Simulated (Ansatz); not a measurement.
Method: Ansatz 0.2.0, DFT LDA, scalar-relativistic, plane waves, PAW.

Settings: cutoff 420 eV, Γ-centred mesh 15×15×8 on the computed 3-atom cell, Gaussian smearing of 0.10 eV; no spin polarisation.

```yaml
crystal:
  lattice:
    - [3.65246, 0.00000, 0.00000]
    - [-1.82623, 3.16313, 0.00000]
    - [0.00000, 0.00000, 5.42034]
  atoms:
    - { symbol: Pt, position: [0.00000, 0.00000, 0.00000] }
    - { symbol: Se, position: [0.33333, 0.66667, 0.21371] }
    - { symbol: Se, position: [0.66667, 0.33333, 0.78629] }
```

Question: Is this geometry at equilibrium? Which atom feels the largest force?

Answer: It isn't. Atom 2 (Se) feels (0.00, 0.00, 2.16) eV/Å, 2.162 eV/Å in size, and symmetry-related atoms feel the same size.

Question: Give all forces and the stress.

Answer:
```
atom Fx Fy Fz
 Pt1  0.000  0.000   0.000
 Se2  0.000  0.000   2.162
 Se3  0.000  0.000  -2.162
```
Stress (GPa, compression positive):
```
14.47  0.00  0.00
 0.00 14.47  0.00
 0.00  0.00 11.08
```

Spin–orbit coupling is left out, which can shift energies with elements as heavy as these. The cell holds layers, and where no dispersion correction was added their binding is poorly described.